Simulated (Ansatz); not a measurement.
# HfS2: the cost of one run

Method: DFT PBE+D3(BJ), scalar-relativistic, plane waves, PAW, in Ansatz 0.2.0.

3 further runs of the same task are left out: 1 that didn't finish, 2 set aside as unsound or not needed.

## (1) The structure to begin with

The structure is trigonal, space group P-3m1 (No. 164). Conventional cell: a = 3.606 Å, b = 3.606 Å, c = 5.770 Å, α = 90.00°, β = 90.00°, γ = 120.00°. Hf (site symmetry -3m) has 6 S at 2.54 Å as nearest neighbours. Around S (site symmetry 3m) lie 3 Hf at 2.54 Å.

Structure file:

```cif
data_structure
_symmetry_space_group_name_H-M 'P-3m1'
_symmetry_Int_Tables_number 164
_cell_length_a 3.6059
_cell_length_b 3.6059
_cell_length_c 5.7704
_cell_angle_alpha 90.000
_cell_angle_beta 90.000
_cell_angle_gamma 120.000
_cell_volume 64.98
loop_
_atom_site_label
_atom_site_type_symbol
_atom_site_symmetry_multiplicity
_atom_site_Wyckoff_symbol
_atom_site_fract_x
_atom_site_fract_y
_atom_site_fract_z
_atom_site_occupancy
Hf1 Hf 1 a 0.00000 0.00000 0.00000 1
S1 S 2 d 0.66667 0.33333 0.74761 1
```

It goes back to an entry of the Materials Project.

It is the result of an earlier relaxation at this level (volume 21.66 Å³/atom; gap on the mesh: 0.85 eV).

## (2) Point at V/V0 = 0.97

The input, input.yaml:

```yaml
crystal:
  lattice:
    - [3.5694374822, 0.0, 0.0]
    - [-1.7847187411, 3.0912235368, 0.0]
    - [0.0, 0.0, 5.7120969231]
  atoms:
    - { symbol: Hf, position: [0.0, 0.0, 0.0] }
    - { symbol: S, position: [0.6666666667, 0.3333333333, 0.7476059812] }
    - { symbol: S, position: [0.3333333333, 0.6666666667, 0.2523940188] }
basis:
  ecutwfc: 420
kpoints:
  mp_grid: { grid: [12, 12, 6] }
hamiltonian:
  xc: pbe
  dispersion: d3bj
scf:
  occupations: { method: gaussian, width: 0.02 }
output:
  forces: true
  stress: true
  eigenvalues: true
  write_density: true
  write_potential: true
  elf: true
  volumetric_format: npy
relax:
  adjacent_minimum: "off"
  f_tol: 0.01
  max_steps: 30
  cell: { stress_tol: 0.1, fix: [volume] }
```

Command:

```console
$ ansatz run input.yaml --threads 1 --pin off --max-ram 2560MiB --backend cpu --events-out ev --progress --plain --runs-dir out
```

What time and memory should one allow on 1 thread of Arm Neoverse V1, shared host?

About 42 s, with a peak of 0.42 GiB.
